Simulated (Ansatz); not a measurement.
# The gap of NaSrI3 (cubic perovskite) (Pm-3m): a ladder of methods and an error budget, part 2 of 3

Aim: a best estimate of the quasiparticle gap of NaSrI3 (cubic perovskite) (Pm-3m), with each correction and its cost laid out.

Ansatz 0.2.0; density functionals, hybrids, G0W0, plane waves, PAW. Known limits of the many-body steps: not at the basis limit; no spin-orbit coupling; coarse k mesh.

So far. Step 5 (r2SCAN): The gap stands +0.66 eV against PBEsol. Step 6 (HSE06): The gap stands +0.90 eV against PBEsol.

The structure was built from a prototype and need not be the compound's stable phase.

In doubt: masses and optical values from hybrid runs of this build are listed as unsure (step 12), which bears on the screening that GW takes from such a start.

### 7. PBE0

PBE0 differs from HSE06 by long-range exchange, so the pair shows what that tail is worth.

This step: DFT, PBE0, plane waves, PAW.

Contents of input.yaml:

```yaml
crystal:
  lattice:
    - [6.3036929043, 0.0, 0.0]
    - [0.0, 6.3036929043, 0.0]
    - [0.0, 0.0, 6.3036929043]
  atoms:
    - { symbol: Na, position: [0.0, 0.0, 0.0] }
    - { symbol: Sr, position: [0.5, 0.5, 0.5] }
    - { symbol: I, position: [0.5, 0.5, 0.0] }
    - { symbol: I, position: [0.5, 0.0, 0.5] }
    - { symbol: I, position: [0.0, 0.5, 0.5] }
kpoints:
  mp_grid: { grid: [2, 2, 2] }
  band_path:
    path: [[0.0, 0.0, 0.0], [0.0, 0.5, 0.0], [0.5, 0.5, 0.0], [0.5, 0.5, 0.5]]
    npoints: 1
hamiltonian:
  xc: pbe0
scf:
  occupations: { method: fixed }
  n_extra_bands: 5
output:
  eigenvalues: true
  write_density: true
  write_potential: true
  elf: true
  volumetric_format: npy
```

Command:

```
$ ansatz run input.yaml --threads 4 --pin off --max-ram 17510MiB --backend cpu --events-out ev --progress --plain --runs-dir out
```

Numbers of over 12 decimals in the logs are rounded to 6 here.

Output:

```text
[...]
Crystal: 5 atoms, lattice volume = 250.487 Å³
Basis set: ecut = 420 eV, 4945 PW (Γ)
Bands: 40, of which v1, the nominal top of the filled ones, is band 35 counted from 1 (34 counted from 0)
Symmetry: 48 space group operations
[...]
k-points: 4 of 8
[...]
SCF iter   1: F=—  HF=-27575.834993 eV  |F-HF|=—  |Δ(HF+E_count)|=         —  Δρ=6.53e-4  dr2=2.05e-3  ethr=1.77e-3  ⟨swp⟩=12.8  Hψ=699  notcnv=0
[...]
E sigma→0 (E₀):  -27590.425549 eV
Fermi energy:    1.139667 eV
[...]
--- Band table (eV) ---
  k-point 0: bands = [... 31 lower, 0.5218, 0.8306, 0.8306, 0.8306, 5.1654, 7.0048, 7.0048, 7.0048, ... 1 higher]
  k-point 1: bands = [... 31 lower, 0.1423, 0.4001, 0.7336, 0.7336, 6.3648, 7.1279, 7.2284, 8.2531, ... 1 higher]
  k-point 2: bands = [... 31 lower, 0.1636, 0.1702, 0.1702, 1.1324, 6.4117, 8.1338, 8.3165, 8.3165, ... 1 higher]
  k-point 3: bands = [... 31 lower, -0.3487, 1.1397, 1.1397, 1.1397, 5.5875, 8.6557, 8.6557, 8.6557, ... 1 higher]
[key lines of the parts left out:]
Free energy (F): -27590.425549 eV
```

Elapsed: 26 s, on 4 threads of Arm Neoverse V1, shared host; peak memory 1.7 GiB; 92 s of CPU time.

Numbers from this step:

| Quantity | Value |
| --- | --- |
| gap | 4.026 eV |
| valence top at | R |
| conduction bottom at | Γ |
| least direct gap | 4.335 eV |

The gap stands +1.60 eV against PBEsol.

### 8. Dielectric tensor

The response to a uniform field gives ε∞, a yardstick for the screening that GW builds on its mesh.

This step: dielectric response by perturbation theory, PBEsol, plane waves, PAW.

Contents of input.yaml:

```yaml
crystal:
  lattice:
    - [6.3036929043, 0.0, 0.0]
    - [0.0, 6.3036929043, 0.0]
    - [0.0, 0.0, 6.3036929043]
  atoms:
    - { symbol: Na, position: [0.0, 0.0, 0.0] }
    - { symbol: Sr, position: [0.5, 0.5, 0.5] }
    - { symbol: I, position: [0.5, 0.5, 0.0] }
    - { symbol: I, position: [0.5, 0.0, 0.5] }
    - { symbol: I, position: [0.0, 0.5, 0.5] }
kpoints:
  mp_grid: { grid: [4, 4, 4] }
hamiltonian:
  xc: pbesol
scf:
  occupations: { method: fixed }
dielectric: {}
```

Output:

```text
[...]
Crystal: 5 atoms, lattice volume = 250.487 Å³
Basis set: ecut = 420 eV, 4945 PW (Γ), exchange–correlation on 90×90×90 points (8 copies of the dense FFT grid, shifted against one another)
Bands: 42, of which v1, the nominal top of the filled ones, is band 35 counted from 1 (34 counted from 0)
Symmetry: 48 space group operations
k-points: 18 of 64 (irreducible under 8 space group operations, time reversal used)
[...]
SCF iter   1: F=—  HF=-27271.400921 eV  |F-HF|=—  |Δ(HF+E_count)|=         —  Δρ=1.68e-3  dr2=5.71e-3  ethr=1.77e-3  ⟨swp⟩=7.0  Hψ=2881  notcnv=0  defer=78
[...]
SCF iter   9: F=-27271.403254 eV  HF=-27271.403254 eV  |F-HF|=1.82e-11  |Δ(HF+E_count)|=  5.42e-10  Δρ=1.30e-7  dr2=8.53e-11  ethr=1.00e-12  ⟨swp⟩=16.9  Hψ=4251  notcnv=0
SCF 1 converged in 9 iterations: F = -27271.403254 eV  dr2 = 8.53e-11
[...]
DFPT response loops at Γ: preconditioner auto → none (the input reference at scf.mixing.eps_inf says where Resta's filter doesn't serve); β = 0.50; Broyden in place of MSR1
── the response to a field inside a basis, on 4×4×4 k-points: an SCF that follows is theirs, and a resumed run solves both again ──
Bands: 36, of which v1, the nominal top of the filled ones, is band 35 counted from 1 (34 counted from 0)
k-points: 4 of 64
[...]
Eigensolver: Dense (4 Hₖ)
[...]
SCF 1 converged in 4 iterations: F = -27271.350219 eV  dr2 = 2.34e-8
[...]
SCF converged after 9 iterations
Free energy (F): -27271.403254 eV
[...]
Internal energy: -27271.403254 eV  (E = F + TS)
E sigma→0 (E₀):  -27271.403254 eV
Fermi energy:    2.075213 eV
[...]
--- Band table (eV; the first three rows and the last of 18) ---
  k-point 0: bands = [... 31 lower, 1.5135, 1.7972, 1.7972, 1.7972, 4.5054, 6.1374, 6.1374, 6.1374, ... 3 higher]
  k-point 1: bands = [... 31 lower, 1.3702, 1.4513, 1.7309, 1.7309, 4.9733, 6.1863, 6.6666, 6.6666, ... 3 higher]
  k-point 2: bands = [... 31 lower, 1.1408, 1.3920, 1.7092, 1.7092, 5.6915, 6.2388, 6.4818, 7.3384, ... 3 higher]
  k-point 17: bands = [... 31 lower, 0.6712, 2.0752, 2.0752, 2.0752, 4.9515, 7.8079, 7.8079, 7.8079, ... 3 higher]
--- Dielectric response (ions clamped): 3 representative field directions + reference, inside a basis on a mesh of 64 k-points (Σ response iterations 18) ---
  ε∞ (high-frequency dielectric tensor):
        3.169555    -0.000000     0.000000
       -0.000000     3.169555     0.000000
        0.000000     0.000000     3.169555
  Born effective charges Z* (e; rows j = field, columns β = displacement):
    site 0:
         1.42790   -0.00000   -0.00000
        -0.00000    1.42790    0.00000
         0.00000    0.00000    1.42790
    site 1:
         2.47855   -0.00000   -0.00000
        -0.00000    2.47855    0.00000
[...]
site 2:
[...]
site 3:
[...]
0.00000    0.00000   -0.88631
    site 4:
        -2.13383   -0.00000   -0.00000
        -0.00000   -0.88631    0.00000
         0.00000    0.00000   -0.88631
  Z* charge neutrality: 1.681e-2 e pre-enforcement
  solved inside a basis spanned on kpoints, on 4×4×4 k-points, its susceptibility summed on 8×8×8: ε∞ is read to err by 1.0e-2, Z* by 2.4e-2 e (field_mesh: kpoints solves on kpoints); Z* is corrected for what the basis lacks
```

The job ended after 39 s (4 threads; peak memory 1.2 GiB).

This step gave:

| Quantity | Value |
| --- | --- |
| stated error of ε∞ | 0.01 |

One over ε∞ averages 0.32, somewhat over the quarter of exact exchange in PBE0.

High-frequency dielectric tensor:

```
3.17 0.00 0.00
0.00 3.17 0.00
0.00 0.00 3.17
```

### 9. G0W0, 2×2×2 mesh, 122 empty bands, screening to 36 eV

Now the one-shot GW correction: screening in the RPA, then the self-energy of the levels asked for.

This step: G0W0 on PBEsol, plane waves, PAW.

input.yaml, the sections that differ from step 8:

```yaml
kpoints:
  mp_grid: { grid: [2, 2, 2] }
gw:
  n_empty_bands: 122
  ecut_chi: 36
  qp_bands: [v2, c2]
  qp_kpoints: band_edges
  screening: { model: contour_deformation }
# crystal, hamiltonian, scf: as in step 8
# dielectric: removed
```

Output:

```text
[...]
Crystal: 5 atoms, lattice volume = 250.487 Å³
Basis set: ecut = 420 eV, 4945 PW (Γ)
Bands: 42, of which v1, the nominal top of the filled ones, is band 35 counted from 1 (34 counted from 0)
Symmetry: 48 space group operations
[...]
k-points: 4 of 8
[...]
1    37      6.2200    -5.1749    -3.4452    -9.7880  0.8040     7.4150     7.3879  root
[...]
3    34      2.0896   -17.4246     2.2627   -14.4633  0.7807     1.3809     1.3910  root
     3    35      2.0896   -17.4246     2.2627   -14.4633  0.7807     1.3809     1.3910  root
     3    36      4.9579    -2.0606    -2.6108    -5.2712  0.8291     5.5644     5.5576  root
     3    37      7.8083    -4.1229    -3.1449    -8.1085  0.8097     8.6637     8.6490  root
[key lines of the parts left out:]
SCF converged after 7 iterations
Free energy (F): -27271.291187 eV
Fermi energy:    2.089575 eV
```

Elapsed: 7.2 s, on 4 threads; peak memory 0.78 GiB.

Numbers from this step:

| Quantity | Value |
| --- | --- |
| bands summed | 157 |
| RPA ε∞ on this mesh (eigenvalues) | 3.295, 3.295, 3.295 |
| plane waves in the screening matrix | 123 |
| G0W0 gap on the mesh | 3.697 eV |
| k of the valence top | -0.5, -0.5, -0.5 |
| k of the conduction bottom | 0, 0, 0 |
| starting gap on the mesh | 2.423 eV |
| least direct G0W0 gap on the computed points | 3.997 eV |

The gap on the mesh goes from 2.42 eV to 3.70 eV, a correction of +1.27 eV. Between the two edge states, bare exchange in place of the xc potential would open the gap by 6.15 eV, and correlation takes back 4.88 eV.

### 10. G0W0, 2×2×2 mesh, 347 empty bands, screening to 72 eV

Another rung: the empty bands reach about as high as the screening cutoff, so the two stay in balance.

Edit input.yaml of step 9 so:

```diff
@@ -18,4 +18,4 @@
 gw:
-  n_empty_bands: 122
-  ecut_chi: 36
+  n_empty_bands: 347
+  ecut_chi: 72
   qp_bands: [v2, c2]
```

Output:

```text
[...]
Crystal: 5 atoms, lattice volume = 250.487 Å³
Basis set: ecut = 420 eV, 4945 PW (Γ)
Bands: 42, of which v1, the nominal top of the filled ones, is band 35 counted from 1 (34 counted from 0)
Symmetry: 48 space group operations
[...]
k-points: 4 of 8
[...]
1    37      6.2200    -5.1749    -3.6758    -9.7880  0.8022     7.1738     7.1573  root
[...]
3    34      2.0896   -17.4246     1.8988   -14.4633  0.7737     1.0021     1.0271  root
     3    35      2.0896   -17.4246     1.8988   -14.4633  0.7737     1.0021     1.0271  root
     3    36      4.9579    -2.0606    -2.6989    -5.2712  0.8292     5.4743     5.4695  root
     3    37      7.8083    -4.1229    -3.3133    -8.1085  0.8088     8.4895     8.4805  root
[key lines of the parts left out:]
SCF converged after 7 iterations
Free energy (F): -27271.291187 eV
Fermi energy:    2.089575 eV
```

The job ended after 25 s (4 threads; peak memory 1.7 GiB).

Numbers from this step:

| Property | Result |
| --- | --- |
| bands summed | 382 |
| RPA ε∞ on this mesh (eigenvalues) | 3.255, 3.255, 3.255 |
| plane waves in the screening matrix | 365 |
| G0W0 gap on the mesh | 3.975 eV |
| k of the valence top | -0.5, -0.5, -0.5 |
| k of the conduction bottom | 0, 0, 0 |
| starting gap on the mesh | 2.423 eV |
| least direct G0W0 gap on the computed points | 4.273 eV |

Against the run with 2×2×2 mesh, 122 empty bands, screening to 36 eV, the gap moves by +0.28 eV.

### 11. G0W0, 2×2×2 mesh, 747 empty bands, screening to 120 eV

Edit input.yaml of step 10 so:

```diff
@@ -18,4 +18,4 @@
 gw:
-  n_empty_bands: 347
-  ecut_chi: 72
+  n_empty_bands: 747
+  ecut_chi: 120.0
   qp_bands: [v2, c2]
```

Output:

```text
[...]
Crystal: 5 atoms, lattice volume = 250.487 Å³
Basis set: ecut = 420 eV, 4945 PW (Γ)
Bands: 42, of which v1, the nominal top of the filled ones, is band 35 counted from 1 (34 counted from 0)
Symmetry: 48 space group operations
[...]
k-points: 4 of 8
[...]
SCF iter   1: F=—  HF=-27271.289163 eV  |F-HF|=—  |Δ(HF+E_count)|=         —  Δρ=1.46e-3  dr2=3.44e-3  ethr=1.77e-3  ⟨swp⟩=6.2  Hψ=620  notcnv=0  defer=17
[...]
SCF iter   7: F=-27271.291187 eV  HF=-27271.291187 eV  |F-HF|=2.36e-9  |Δ(HF+E_count)|=   1.85e-7  Δρ=2.45e-6  dr2=1.36e-8  ethr=1.43e-10  ⟨swp⟩=16.0  Hψ=905  notcnv=0
SCF 1 converged in 7 iterations: F = -27271.291187 eV  dr2 = 1.36e-8
[...]
G₀W₀ screening: q 1/4
[... further progress lines ...]
SCF converged after 7 iterations
Free energy (F): -27271.291187 eV
[...]
Internal energy: -27271.291187 eV  (E = F + TS)
E sigma→0 (E₀):  -27271.291187 eV
Fermi energy:    2.089575 eV
[...]
--- Band table (eV) ---
  k-point 0: bands = [... 31 lower, 1.5267, 1.8080, 1.8080, 1.8080, 4.5128, 6.1202, 6.1202, 6.1202, ... 3 higher]
  k-point 1: bands = [... 31 lower, 1.1518, 1.4049, 1.7206, 1.7206, 5.6994, 6.2200, 6.4885, 7.3242, ... 3 higher]
  k-point 2: bands = [... 31 lower, 1.1743, 1.1822, 1.1822, 2.0822, 5.7406, 7.4351, 7.5064, 7.5064, ... 3 higher]
  k-point 3: bands = [... 31 lower, 0.6736, 2.0896, 2.0896, 2.0896, 4.9579, 7.8083, 7.8083, 7.8083, ... 3 higher]
[...]
0    34      1.8080   -17.5321     1.6952   -14.5173  0.7738     0.4476     0.4883  root
     0    35      1.8080   -17.5321     1.6952   -14.5173  0.7738     0.4476     0.4883  root
     0    36      4.5128    -2.5803    -2.7488    -5.7730  0.8310     4.9599     4.9566  root
     0    37      6.1202    -5.0379    -3.6984    -9.5337  0.8031     6.9290     6.9176  root
     1    34      1.7206   -17.3845     1.7414   -14.3122  0.7713     0.3466     0.3896  root
     1    35      1.7206   -17.3845     1.7414   -14.3122  0.7713     0.3466     0.3896  root
     1    36      5.6994    -3.6347    -2.8652    -7.0501  0.8162     6.2561     6.2496  root
     1    37      6.2200    -5.1749    -3.7845    -9.7880  0.8011     7.0612     7.0486  root
     2    34      1.1822   -16.0769     1.9023   -12.8058  0.7633    -0.2422    -0.1866  root
     2    35      2.0822   -17.3975     1.6582   -14.4364  0.7716     0.7396     0.7794  root
     2    36      5.7406    -2.8562    -2.8906    -6.3226  0.8179     6.3236     6.3163  root
     2    37      7.4351    -2.2142    -2.9392    -5.5550  0.8142     7.8406     7.8367  root
     3    34      2.0896   -17.4246     1.6592   -14.4633  0.7715     0.7477     0.7874  root
     3    35      2.0896   -17.4246     1.6592   -14.4633  0.7715     0.7477     0.7874  root
     3    36      4.9579    -2.0606    -2.7224    -5.2712  0.8290     5.4504     5.4460  root
     3    37      7.8083    -4.1229    -3.4038    -8.1085  0.8081     8.3966     8.3901  root
```

The job ended after 2 min (4 threads; peak memory 4.4 GiB).

This step gave:

* bands summed: 782
* RPA ε∞ on this mesh (eigenvalues): 3.255, 3.255, 3.255
* plane waves in the screening matrix: 739
* q-points in the mesh: 8
* G0W0 gap on the mesh: 4.169 eV
* k of the valence top: -0.5, -0.5, -0.5
* k of the conduction bottom: 0, 0, 0
* starting gap on the mesh: 2.423 eV
* Z at the valence top: 0.7715
* Z at the conduction bottom: 0.8310
* least direct G0W0 gap on the computed points: 4.468 eV

Against the run with 2×2×2 mesh, 347 empty bands, screening to 72 eV, the gap moves by +0.19 eV.

Limits: finite bands, cutoff and mesh; no spin-orbit coupling; coarse k mesh. v1 is the top filled band, c1 the lowest empty one. The levels before and after the correction (eV, zero at the valence-band top of each column):

|  | conduction bottom | valence top |
| --- | --- | --- |
| Kohn-Sham | 2.42 | 0.00 |
| G0W0 | 4.17 | 0.00 |

|  | level | occupation | energy (eV) |
| --- | --- | --- | --- |
| Kohn-Sham | Γ v2-v1 | 2 | -0.282 |
| Kohn-Sham | Γ c1 | 0 | 2.423 |
| Kohn-Sham | Γ c2 | 0 | 4.031 |
| Kohn-Sham | (-0.5 -0.5 -0.5) v2-v1 | 2 | 0.000 |
| Kohn-Sham | (-0.5 -0.5 -0.5) c1 | 0 | 2.868 |
| Kohn-Sham | (-0.5 -0.5 -0.5) c2 | 0 | 5.719 |
| G0W0 | Γ v2-v1 | 2 | -0.299 |
| G0W0 | Γ c1 | 0 | 4.169 |
| G0W0 | Γ c2 | 0 | 6.130 |
| G0W0 | (-0.5 -0.5 -0.5) v2-v1 | 2 | 0.000 |
| G0W0 | (-0.5 -0.5 -0.5) c1 | 0 | 4.659 |
| G0W0 | (-0.5 -0.5 -0.5) c2 | 0 | 7.603 |

The parts of the quasiparticle energy at the two band edges (eV; QP = start + Σx + Σc − Vxc):

| run | edge | start | Σx | Σc | Vxc | Z | QP |
| --- | --- | --- | --- | --- | --- | --- | --- |
| 157 bands | valence top | 2.09 | -17.42 | 2.26 | -14.46 | 0.78 | 1.39 |
| 157 bands | conduction bottom | 4.51 | -2.58 | -2.62 | -5.77 | 0.83 | 5.09 |
| 382 bands | valence top | 2.09 | -17.42 | 1.90 | -14.46 | 0.77 | 1.03 |
| 382 bands | conduction bottom | 4.51 | -2.58 | -2.70 | -5.77 | 0.83 | 5.00 |
| 782 bands | valence top | 2.09 | -17.42 | 1.66 | -14.46 | 0.77 | 0.79 |
| 782 bands | conduction bottom | 4.51 | -2.58 | -2.75 | -5.77 | 0.83 | 4.96 |

### 12. G0W0@HSE06, 2×2×2 mesh, 747 empty bands, screening to 120 eV

One-shot GW remembers its start. Another functional's orbitals and levels show by how much.

This step: G0W0 on HSE06, plane waves, PAW.

Edit input.yaml of step 11 so:

```diff
@@ -14,3 +14,3 @@
 hamiltonian:
-  xc: pbesol
+  xc: hse06
 scf:
```

Output:

```text
[...]
Crystal: 5 atoms, lattice volume = 250.487 Å³
Basis set: ecut = 420 eV, 4945 PW (Γ)
Bands: 42, of which v1, the nominal top of the filled ones, is band 35 counted from 1 (34 counted from 0)
Symmetry: 48 space group operations
[...]
k-points: 4 of 8
[...]
SCF iter   1: F=—  HF=-27575.835122 eV  |F-HF|=—  |Δ(HF+E_count)|=         —  Δρ=6.59e-4  dr2=2.08e-3  ethr=1.77e-3  ⟨swp⟩=13.2  Hψ=786  notcnv=0
[...]
1    36      6.0201    -3.2430    -2.6206    -6.3705  0.8499     6.5303     6.5269  root
     1    37      6.7789    -4.9666    -3.4319    -8.9717  0.8327     7.3558     7.3520  root
[...]
3    34      1.5107   -17.4241     1.3504   -15.0553  0.8071     0.4778     0.4924  root
     3    35      1.5107   -17.4241     1.3504   -15.0553  0.8071     0.4778     0.4924  root
     3    36      5.2564    -1.9400    -2.4908    -4.8781  0.8590     5.7060     5.7036  root
     3    37      8.3182    -3.9619    -3.1148    -7.4684  0.8395     8.7118     8.7099  root
[key lines of the parts left out:]
Free energy (F): -27593.133497 eV
Fermi energy:    1.510732 eV
```

Wall time 9.1 min (4 threads); peak memory 3.2 GiB; 34 min of CPU time.

Numbers from this step:

```yaml
bands_summed: 782
rpa_eps_infinity_on_this_mesh_eigenvalues: 2.681, 2.681, 2.681
plane_waves_in_the_screening_matrix: 739
g0w0_gap_on_the_mesh: 4.731 eV
k_of_the_valence_top: -0.5, -0.5, -0.5
k_of_the_conduction_bottom: 0, 0, 0
starting_gap_on_the_mesh: 3.333 eV
least_direct_g0w0_gap_on_the_computed_points: 5.044 eV
```

Against the run with 2×2×2 mesh, 747 empty bands, screening to 120 eV on PBEsol, the gap moves by +0.56 eV, while the start moved by +0.91 eV.

### 13. G0W0@PBEsol, 2×2×2 mesh, 747 empty bands, screening to 120 eV, plasmon pole

A plasmon pole stands in for the full frequency dependence of the screening; this run shows what that costs in accuracy.

This step: G0W0 on PBEsol, plane waves, PAW.

Edit input.yaml of step 12 so:

```diff
@@ -14,3 +14,3 @@
 hamiltonian:
-  xc: hse06
+  xc: pbesol
 scf:
@@ -22,2 +22,2 @@
   qp_kpoints: band_edges
-  screening: { model: contour_deformation }
+  screening: { model: godby_needs }
```

Output:

```text
[...]
Crystal: 5 atoms, lattice volume = 250.487 Å³
Basis set: ecut = 420 eV, 4945 PW (Γ)
Bands: 42, of which v1, the nominal top of the filled ones, is band 35 counted from 1 (34 counted from 0)
Symmetry: 48 space group operations
[...]
k-points: 4 of 8
[...]
1    37      6.2200    -5.1749    -3.7432    -9.7880  0.8195     7.0966     7.0900  root
[...]
3    34      2.0896   -17.4246     1.6506   -14.4633  0.7959     0.7635     0.7788  root
     3    35      2.0896   -17.4246     1.6506   -14.4633  0.7959     0.7635     0.7788  root
     3    36      4.9579    -2.0606    -2.7305    -5.2712  0.8511     5.4399     5.4379  root
     3    37      7.8083    -4.1229    -3.3549    -8.1085  0.8286     8.4426     8.4390  root
[key lines of the parts left out:]
SCF converged after 7 iterations
Free energy (F): -27271.291187 eV
Fermi energy:    2.089575 eV
```

Wall time 2.1 min (4 threads); peak memory 4.4 GiB; 8.5 min of CPU time.

This step gave:

```
bands summed                                 : 782
plasmon-pole fit frequency                   : 19.63 eV
RPA ε∞ on this mesh (eigenvalues)            : 3.255, 3.255, 3.255
plane waves in the screening matrix          : 739
G0W0 gap on the mesh                         : 4.178 eV
k of the valence top                         : -0.5, -0.5, -0.5
k of the conduction bottom                   : 0, 0, 0
starting gap on the mesh                     : 2.423 eV
least direct G0W0 gap on the computed points : 4.473 eV
```

Against the run with 2×2×2 mesh, 747 empty bands, screening to 120 eV, the gap moves by +0.009 eV.

[end of part 2 of 3]

[Paths, hosts, dates, memory and timing lines, banners, echoed tables and standing remarks are left out of the program output.]

[Logs are printed without paths, hosts, clocks, repeated set-up lines and the standing remarks that a program may print on its own settings, such as how far it seeks lower states.]

[Runs of the session that timed out or met a known fault of the program may be left out.]

[Cells called generated may have been cut or substituted from an entry of the Crystallography Open Database or the Materials Project.]

[Hosts, paths, dates, database ids (printed as entryN), source tags and the programs' standing remarks are cut or masked in the printed files.]
